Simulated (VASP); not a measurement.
A run of VASP 6.6.1 is set up as follows.

File INCAR:

```
SYSTEM = Hf
ALGO = Fast
EDIFF = 1E-7
EDIFFG = -0.005
ENCUT = 580
GGA = PS
IBRION = 2
ISIF = 3
ISMEAR = 0
LASPH = .TRUE.
LCHARG = .FALSE.
LREAL = .FALSE.
LWAVE = .FALSE.
NELM = 100
NSW = 90
PREC = Accurate
SIGMA = 0.1
```

File KPOINTS:

```
k-points
0
G
  12 12 14
  0 0 0
```

Contents of POSCAR:

```
Hf
1.0
    4.9623295400      0.0000000000      0.0000000000
   -2.4811647700      4.2975034500      0.0000000000
    0.0000000000      0.0000000000      3.0862322500
Hf
3
Direct
    0.6666666700      0.3333333300      0.5000000000
    0.3333333300      0.6666666700      0.5000000000
    0.0000000000      0.0000000000      0.0000000000
```

Potentials or basis: VASP PAW PBE potentials, release 64 (Hf).

The run is started by

```bash
$ cat potpaw_PBE.64/Hf/POTCAR > POTCAR
$ mpirun -np 1 vasp_std > vasp.out
```

Problem. Estimate the space group after relaxing (to 0.05 Å).

Solution. P6/mmm (No. 191).

Problem. Predict the relaxed cell.

Solution. a = 4.899 Å, b = 4.899 Å, c = 3.056 Å, α = 90.00°, β = 90.00°, γ = 120.00°.

Problem. Predict the band gap on the k mesh.

Solution. None (metal or under the smearing width).

Final structure:
```yaml
crystal:
  lattice:
    - [4.89890, 0.00000, 0.00000]
    - [-2.44945, 4.24257, 0.00000]
    - [0.00000, 0.00000, 3.05554]
  atoms:
    - { symbol: Hf, position: [0.66667, 0.33333, 0.50000] }
    - { symbol: Hf, position: [0.33333, 0.66667, 0.50000] }
    - { symbol: Hf, position: [0.00000, 0.00000, 0.00000] }
```

 The run has no spin-orbit coupling, so splittings on Hf are missing.
